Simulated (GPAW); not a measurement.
Write an ASE script for GPAW 26.7.0 that does the following.

```
Task                : band structure
Functional          : PBEint
Potentials or basis : PAW data sets generated in the run's folder for this functional
Cutoff              : 800 eV
Basis               : pw
k mesh              : 4 × 4 × 6
Occupations         : fermi-dirac, width 0.05 eV
Spin                : no spin polarisation
Maxiter             : 150
Band path           : GXMGZRAZ,XR,MA
Band points         : 60
```

The structure of TiO2 lies in TiO2.cif:

```cif
data_TiO2
_cell_length_a 4.59983732
_cell_length_b 4.59983732
_cell_length_c 2.95921356
_cell_angle_alpha 90.00000000
_cell_angle_beta 90.00000000
_cell_angle_gamma 90.00000000
_space_group_name_H-M_alt 'P4_2/mnm'
_space_group_name_Hall '-P 4n 2n'
_space_group_IT_number 136
loop_
_space_group_symop_operation_xyz
'x,y,z'
'-x,-y,-z'
'-y+1/2,x+1/2,z+1/2'
'y+1/2,-x+1/2,-z+1/2'
'-x,-y,z'
'x,y,-z'
'y+1/2,-x+1/2,z+1/2'
'-y+1/2,x+1/2,-z+1/2'
'x+1/2,-y+1/2,-z+1/2'
'-x+1/2,y+1/2,z+1/2'
'-y,-x,-z'
'y,x,z'
'-x+1/2,y+1/2,-z+1/2'
'x+1/2,-y+1/2,z+1/2'
'y,x,-z'
'-y,-x,z'
loop_
_atom_site_label
_atom_site_type_symbol
_atom_site_symmetry_multiplicity
_atom_site_Wyckoff_symbol
_atom_site_fract_x
_atom_site_fract_y
_atom_site_fract_z
_atom_site_occupancy
Ti1 Ti 2 b 0.0000000000 0.0000000000 0.5000000000 1
O1 O 4 g 0.3043213200 0.3043213200 0.5000000000 1
```

The cell is a database's computed one.

One way to write it, as run:

run.py

```python
from ase.dft.bandgap import bandgap
from ase.io import read, write
from ase.units import GPa
from gpaw import GPAW, PW, setup_paths

setup_paths.insert(0, '.')

atoms = read('TiO2.cif')

calc = GPAW(mode=PW(800),
            xc='GGA_X_PBEINT+GGA_C_PBEINT',
            kpts={'size': (4, 4, 6), 'gamma': True},
            occupations={'name': 'fermi-dirac', 'width': 0.05},
            nbands=43,
            convergence={'density': 1e-05, 'energy': 1e-05},
            maxiter=150,
            txt='gpaw.txt')
atoms.calc = calc
energy = atoms.get_potential_energy()
forces = atoms.get_forces()
stress = atoms.get_stress()
calc.write('gs.gpw')
write('result.traj', atoms)
print(f'Energy: {energy:.6f} eV')
print('Forces (eV/A):')
print(forces.round(4))
print('Stress (GPa):', (stress / GPa).round(3))
print('Fermi level:', round(calc.get_fermi_level(), 4), 'eV')
print(f'Gap: {bandgap(calc)[0]:.4f} eV, direct: {bandgap(calc, direct=True)[0]:.4f} eV')

path = atoms.cell.bandpath('GXMGZRAZ,XR,MA', npoints=60, eps=1e-4)
bs_calc = calc.fixed_density(kpts=path, symmetry='off', nbands=61,
                             convergence={'bands': 'CBM+6.0', 'eigenstates': 1e-6}, txt='bands.txt')
bs = bs_calc.band_structure()
bs.write('bs.json')
print(f'Gap on the path: {bandgap(bs_calc)[0]:.4f} eV')
```

Potentials or basis: PAW data sets generated in the run's folder for this functional, pw.

The run is started by

```console
$ gpaw-setup -f GGA_X_PBEINT+GGA_C_PBEINT O Ti
$ OMP_NUM_THREADS=1 python run.py
```

It gave:

The pressure is 1.3 GPa. The largest force is 0.010 eV/Å, the band gap on the k mesh is 1.85 eV, direct and the band gap along the path is 1.85 eV, direct.

Caveat: the k mesh is coarse.

It took 120 s on 1 thread of Intel(R) Xeon(R) Platinum 8375C CPU @ 2.90GHz (Ice Lake), with other jobs on the host, peak memory 0.55 GiB.
